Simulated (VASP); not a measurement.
Here is a VASP 6.6.1 calculation.

POSCAR

```
BN
1.0
    0.0000000000      1.8044216301      1.8044216301
    1.8044216301      0.0000000000      1.8044216301
    1.8044216301      1.8044216301      0.0000000000
B N
1 1
Direct
    0.0000000000      0.0000000000      0.0000000000
    0.2500000000      0.2500000000      0.2500000000
```

The input INCAR.step1:

```
PREC = Accurate
ENCUT = 910
ISMEAR = -1
SIGMA = 0.02
LREAL = False
LASPH = True
NELM = 120
NBANDS = 11
GGA = PE
ALGO = Normal
EDIFF = 1E-5
LWAVE = True
LCHARG = False
GGA_COMPAT = False
```

INCAR.step2

```
PREC = Accurate
ENCUT = 910
EDIFF = 1E-6
ISMEAR = -1
SIGMA = 0.02
LREAL = False
LASPH = True
NELM = 120
ALGO = Normal
ISIF = 2
LWAVE = False
LCHARG = True
METAGGA = R2SCAN
LMIXTAU = True
LELF = True
LVHAR = True
NBANDS = 11
ISTART = 1
GGA_COMPAT = False
```

The input KPOINTS:

```
regular mesh
0
Gamma
  12 12 12
```

Potentials or basis: VASP PAW PBE potentials, release 64 (B_h, N_h).

The run is started by

```sh
$ cat potpaw_PBE.64/B_h/POTCAR potpaw_PBE.64/N_h/POTCAR > POTCAR
$ cp INCAR.step1 INCAR
$ mpirun -np 1 vasp_std > vasp.out
$ cp INCAR.step2 INCAR
$ mpirun -np 1 vasp_std > vasp.out
```

Question: What does it give for the band gap on the k mesh?

Answer: 5.00 eV, indirect (least direct gap 9.57 eV).

Question: What does it give for the pressure?

Answer: -0.3 GPa.

Caveat: the cutoff is under 1.25 times the usual one of these potentials, so pressure, stress and relaxed cells hold a basis-set (Pulay) error; the PAW data sets were made with another functional, which shifts forces and pressure a little.

**Experimental background.**

From a printed reference work, monograph, for a bulk crystal of BN at 300 K: band gap 6.4 eV (indirect).

Against the measured gap of BN, 6.4 eV (indirect; 300 K; a printed reference work, monograph), the calculated 5.00 eV is off by -1.40 eV. The value is that of r2SCAN on a finite k mesh, which can miss the band edges, without temperature or zero-point motion.
